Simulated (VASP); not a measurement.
Molecule: SH2, in a box.

```
S H
1.0
    12.32557    0.00000    0.00000
     0.00000   12.82557    0.00000
     0.00000    0.00000   13.32557
S H
1 2
Cartesian
  6.4591 6.5190 6.1296
  6.2891 5.5091 7.0094
  5.7189 7.3562 6.8872
```

Base run:

```yaml
Program: VASP 6.6.1
Functional: RPBE
Potentials_or_basis: VASP PAW PBE potentials, release 64 (S, H)
Cutoff: 400 eV
k_mesh: 1 × 1 × 1
Occupations: gaussian, width 0.01 eV
Spin: no spin polarisation
```

Its results: gap between the frontier levels 5.29 eV; largest force 0.006 eV/Å.

Q: After a change of settings the same cell gave: gap between the frontier levels 5.17 eV; largest force 0.017 eV/Å. Which change was it?
A. functional from RPBE to rev-vdW-DF2
B. functional from RPBE to PBEsol
C. functional from RPBE to LDA; potentials or basis from VASP PAW PBE potentials, release 64 (S, H) to VASP PAW LDA potentials, release 64 (S, H)

A: A.

Caveats: the PAW data sets were made with another functional, which shifts forces and pressure a little.

Runs at the PBE level aren't shown here.
